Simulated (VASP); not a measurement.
**Al15N16 (a cell with a defect): single point with PBEsol**

Al15N16 (a cell with a defect):

```
Al N
1.0
     6.22000    0.00000    0.00000
    -3.11000    5.38668    0.00000
     0.00000    0.00000    9.96000
Al N
15 16
Direct
  0.33333 0.16667 0.50000
  0.33333 0.66667 0.00000
  0.33333 0.66667 0.50000
  0.83333 0.16667 0.00000
  0.83333 0.16667 0.50000
  0.83333 0.66667 0.00000
  0.83333 0.66667 0.50000
  0.16667 0.33333 0.25000
  0.16667 0.33333 0.75000
  0.16667 0.83333 0.25000
  0.16667 0.83333 0.75000
  0.66667 0.33333 0.25000
  0.66667 0.33333 0.75000
  0.66667 0.83333 0.25000
  0.66667 0.83333 0.75000
  0.33333 0.16667 0.19100
  0.33333 0.16667 0.69100
  0.33333 0.66667 0.19100
  0.33333 0.66667 0.69100
  0.83333 0.16667 0.19100
  0.83333 0.16667 0.69100
  0.83333 0.66667 0.19100
  0.83333 0.66667 0.69100
  0.16667 0.33333 0.44100
  0.16667 0.33333 0.94100
  0.16667 0.83333 0.44100
  0.16667 0.83333 0.94100
  0.66667 0.33333 0.44100
  0.66667 0.33333 0.94100
  0.66667 0.83333 0.44100
  0.66667 0.83333 0.94100
```

```yaml
Program: VASP 6.6.1
Task: single point
Functional: PBEsol
Potentials_or_basis: VASP PAW PBE potentials, release 64 (Al, N)
Cutoff: 450 eV
k_mesh: 3 × 3 × 2
Occupations: gaussian, width 0.03 eV
Spin: collinear spin, ferromagnetic start
Starting_moments: "[0.0, 0.0, 0.0, 0.0, 0.0, 0.0, 0.0, 0.0, 0.0, 0.0, 0.0, 0.0, 0.0, 0.0, 0.0, 0.25, 0.0, 0.0, 0.0, 0.0, 0.0, 0.0, 0.0, 0.0, 0.25, 0.0, 0.25, 0.0, 0.25, 0.0, 0.0] μB"
Fixed_moment: 1 μB
```

```json
{"Largest force": "1.502 eV/Å", "Net moment": "1.00 μB per cell", "Site moments": "Al +0.00, -0.00; N +0.44, -0.00, +0.01, +0.03, +0.04, +0.00 μB", "Valence electrons inside the program's atomic spheres": "Al 0.81; N 3.69, 3.83, 3.84, 3.67"}
```

Forces on the atoms (eV/Å):
```
Al   0.000  0.000  0.239
Al   0.645  0.373  0.580
Al   0.144  0.083 -0.043
Al   0.000 -0.745  0.580
Al   0.000 -0.166 -0.043
Al  -0.645  0.373  0.580
Al  -0.144  0.083 -0.043
Al  -0.281  0.163 -0.816
Al   0.430 -0.248  0.258
Al   0.000 -0.325 -0.816
Al   0.000  0.496  0.258
Al   0.281  0.163 -0.816
Al  -0.430 -0.248  0.258
Al   0.000  0.000 -0.259
Al   0.000  0.000  0.266
N    0.000  0.000  1.502
N    0.000  0.000 -0.384
N   -0.020 -0.011  0.235
N   -0.011 -0.006 -0.188
N    0.000  0.023  0.235
N    0.000  0.013 -0.188
N    0.020 -0.011  0.235
N    0.011 -0.006 -0.188
N    0.114 -0.066 -0.005
N   -1.175  0.679 -0.451
N    0.000  0.132 -0.005
N    0.000 -1.357 -0.451
N   -0.114 -0.066 -0.005
N    1.175  0.679 -0.451
N    0.000  0.000  0.124
N    0.000  0.000 -0.198
```

Run time: 3.6 min on 4 MPI ranks on Intel(R) Xeon(R) Platinum 8488C (Sapphire Rapids), on a shared host, peak memory 0.62 GiB a rank.

Caveat: the k mesh is coarse (spacing up to 0.39 Å⁻¹), so the values aren't converged; the PAW data sets were made with another functional, which shifts forces and pressure a little; the total moment is fixed, so each spin has its own Fermi level.
